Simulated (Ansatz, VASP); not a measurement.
# Ag: VASP beside Ansatz

File INCAR:

```
PREC = Accurate
ENCUT = 520
EDIFF = 1E-6
ISMEAR = -1
SIGMA = 0.05
LREAL = F
LASPH = T
NELM = 60
ALGO = Normal
ISIF = 2
LWAVE = F
LCHARG = F
GGA = PS
NBANDS = 18
```

The input KPOINTS:

```
regular mesh
0
Gamma
  10 10 6
```

POSCAR

```
Ag
1.0
    2.9300000000      0.0000000000      0.0000000000
   -1.4650000000      2.5374544331      0.0000000000
    0.0000000000      0.0000000000      4.7900000000
Ag
2
Direct
    0.6666666667      0.3333333333      0.7500000000
    0.3333333333      0.6666666667      0.2500000000
```

The input input.yaml:

```yaml
crystal:
  lattice:
    - [2.93, 0.0, 0.0]
    - [-1.465, 2.5374544331, 0.0]
    - [0.0, 0.0, 4.79]
  atoms:
    - { symbol: Ag, position: [0.6666666667, 0.3333333333, 0.75] }
    - { symbol: Ag, position: [0.3333333333, 0.6666666667, 0.25] }
hamiltonian:
  xc: pbesol
  pseudopotentials: { kind: paw }
kpoints:
  mp_grid: { grid: [10, 10, 6] }
scf:
  occupations: { method: fermi_dirac, width: 0.05 }
output:
  forces: true
  stress: true
  eigenvalues: true
```

This isn't the form of Ag at room conditions, which is fcc.

Alike in both runs: task single point; functional PBEsol; k mesh 10 × 10 × 6; occupations fermi-dirac, width 0.05 eV; no spin polarisation.

```csv
,VASP,Ansatz
version,VASP 6.6.1,Ansatz 0.2.0
potentials or method,"VASP PAW PBE potentials, release 64 (Ag)",Ansatz PAW
plane-wave cutoff (eV),520,420
valence electrons in the cell,22,38
```

VASP gave:

* gap on the k mesh at the Fermi level (eV): none
* pressure (GPa): -6.3
* largest component of the traceless stress (GPa): 0.41

Q: Estimate Ansatz's values.

A: gap on the k mesh at the Fermi level (eV): none; pressure (GPa): -6.1; largest component of the traceless stress (GPa): 0.41.

A gap of «none» marks a metal or a gap that the smearing closes. The two sets of potentials don't hold the same shells in valence.

Caveats: the PAW data sets were made with another functional, which shifts forces and pressure a little (VASP); the PAW data sets come from PBE, with cores solved anew for the run's functional, which leaves a small shift of forces and pressure (Ansatz).
